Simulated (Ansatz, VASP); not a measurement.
# Two plane-wave programs on SiC

The input INCAR:

```
  PREC = Accurate
  ENCUT = 600
  EDIFF = 1E-7
  ISMEAR = 0
  SIGMA = 0.1
  LREAL = F
  LASPH = T
  NELM = 80
  ALGO = Normal
  ISIF = 3
  LWAVE = F
  LCHARG = F
  GGA = PE
  IBRION = 2
  NSW = 90
  EDIFFG = -0.04
```

KPOINTS

```
regular mesh
0
Gamma
  6 6 6
```

File POSCAR:

```
SiC
1.0
    4.7174867400      0.0000000000      0.0000000000
   -2.3587433700      4.0854633600      0.0000000000
    0.0000000000      0.0000000000      2.7821032200
Si C
3 3
Direct
    0.6226507000      0.0000000000      0.6666666700
    0.0000000000      0.6226507000      0.3333333300
    0.3773493000      0.3773493000      0.0000000000
    0.3773493000      0.0000000000      0.1666666700
    0.0000000000      0.3773493000      0.8333333300
    0.6226507000      0.6226507000      0.5000000000
```

Input for Ansatz:

```yaml
crystal:
  lattice:
    - [4.71748674, 0.0, 0.0]
    - [-2.35874337, 4.08546336, 0.0]
    - [0.0, 0.0, 2.78210322]
  atoms:
    - { symbol: Si, position: [0.6226507, 0.0, 0.66666667] }
    - { symbol: Si, position: [0.0, 0.6226507, 0.33333333] }
    - { symbol: Si, position: [0.3773493, 0.3773493, 0.0] }
    - { symbol: C, position: [0.3773493, 0.0, 0.16666667] }
    - { symbol: C, position: [0.0, 0.3773493, 0.83333333] }
    - { symbol: C, position: [0.6226507, 0.6226507, 0.5] }
basis:
  ecutwfc: 420
kpoints:
  mp_grid: { grid: [6, 6, 6] }
hamiltonian:
  xc: pbe
scf:
  occupations: { method: gaussian, width: 0.1 }
  lower_state_search: "off"
output:
  forces: true
  stress: true
  eigenvalues: true
relax:
  adjacent_minimum: "off"
  f_tol: 0.04
  max_steps: 70
  cell: { stress_tol: 0.4 }
```

Alike in both runs: task relaxation of cell and atoms; functional PBE; k mesh 6 × 6 × 6; occupations gaussian, width 0.1 eV; no spin polarisation.

|  | VASP | Ansatz |
| --- | --- | --- |
| version | VASP 6.6.1 | Ansatz 0.2.0 |
| potentials or method | VASP PAW PBE potentials, release 64 (Si, C) | scalar-relativistic, plane waves, PAW |
| plane-wave cutoff (eV) | 600 | 420 |
| valence electrons in the cell | 24 | 24 |

```tsv
	VASP	Ansatz	Ansatz less VASP
gap on the k mesh at the Fermi level, each at its own relaxed structure (eV)	1.42	1.43	+0.006
relaxed volume (Å³/atom)	10.44	10.44	-0.001
relaxed cell length with the largest relative difference (Å)	2.997	2.996	-0.0012
energy change over the relaxation (meV/atom)	-202	-203	-1.1
```

Caveats: the volume moved by over 15 % at a fixed basis, so the end points are rough (VASP). A k mesh can miss the band edges.
